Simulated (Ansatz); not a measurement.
# Gallium (omega (AlB2-type)) across density functionals

All rows: Ansatz, plane waves with scalar-relativistic PAW, 420 eV (500 eV for the SCAN forms), relaxed under each functional, no dispersion correction, no zero-point motion. B₀ comes from uniform scaling at fixed shape; a dash is a value not given.

```
functional  V (Å³/atom)                                    cell  B₀ (GPa)     magnetic state  ΔE to alpha-Ga (Cmce) (meV/atom)
       PBE        19.30  a = 4.707 Å, c = 3.017 Å (c/a = 0.641)        46  spin not included                                48
    r²SCAN        18.31  a = 4.602 Å, c = 2.995 Å (c/a = 0.651)        56  spin not included                               174
    PBEsol        18.06  a = 4.608 Å, c = 2.947 Å (c/a = 0.640)        57  spin not included                                47
       LDA        17.45  a = 4.552 Å, c = 2.918 Å (c/a = 0.641)        62  spin not included                                76
    revPBE        19.84  a = 4.748 Å, c = 3.048 Å (c/a = 0.642)        42  spin not included                                42
      RPBE        20.06  a = 4.765 Å, c = 3.060 Å (c/a = 0.642)        40  spin not included                                41
      BLYP        22.27  a = 4.852 Å, c = 3.276 Å (c/a = 0.675)        28  spin not included                                91
```

LDA gives the smallest volume and BLYP the largest.
